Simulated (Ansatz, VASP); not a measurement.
One calculation of BaTe, two programs

The input INCAR:

```
SYSTEM = BaTe
PREC = Accurate ; ENCUT = 520
EDIFF = 1E-7 ; ISMEAR = 0
SIGMA = 0.05 ; LREAL = .FALSE.
LASPH = .TRUE. ; NELM = 100
ALGO = Normal ; ISIF = 2
LWAVE = .FALSE. ; LCHARG = .FALSE.
GGA = PS ; NBANDS = 15
```

File KPOINTS:

```
regular mesh
0
G
  8 8 8
  0 0 0
```

Contents of POSCAR:

```
BaTe
1.0
    0.0000000000      3.4713974052      3.4713974052
    3.4713974052      0.0000000000      3.4713974052
    3.4713974052      3.4713974052      0.0000000000
Ba Te
1 1
Direct
    0.0000000000      0.0000000000      0.0000000000
    0.5000000000      0.5000000000      0.5000000000
```

Input for Ansatz:

```yaml
crystal:
  lattice:
    - [0.0, 3.4713974052, 3.4713974052]
    - [3.4713974052, 0.0, 3.4713974052]
    - [3.4713974052, 3.4713974052, 0.0]
  atoms:
    - { symbol: Ba, position: [0.0, 0.0, 0.0] }
    - { symbol: Te, position: [0.5, 0.5, 0.5] }
basis:
  ecutwfc: 420
kpoints:
  mp_grid: { grid: [8, 8, 8] }
hamiltonian:
  xc: pbesol
scf:
  occupations: { method: gaussian, width: 0.05 }
output:
  forces: true
  stress: true
  eigenvalues: true
```

Alike in both runs: task single point; functional PBEsol; k mesh 8 × 8 × 8; occupations gaussian, width 0.05 eV; no spin polarisation.

|  | VASP | Ansatz |
| --- | --- | --- |
| version | VASP 6.6.1 | Ansatz 0.2.0 |
| potentials or method | VASP PAW PBE potentials, release 64 (Ba_sv, Te) | scalar-relativistic, plane waves, PAW |
| plane-wave cutoff (eV) | 520 | 420 |
| valence electrons in the cell | 16 | 26 |

|  | VASP | Ansatz | Ansatz less VASP |
| --- | --- | --- | --- |
| gap on the k mesh at the Fermi level (eV) | 1.37 | 1.46 | +0.090 |
| least direct gap on the mesh (eV) | 1.76 | 1.82 | +0.057 |
| pressure (GPa) | 0.4 | 0.0 | -0.38 |

The two sets of potentials don't hold the same shells in valence.

Caveats: the PAW data sets were made with another functional, which shifts forces and pressure a little (VASP); spin-orbit coupling is left out, which moves the levels of the heavy elements. A k mesh can miss the band edges.
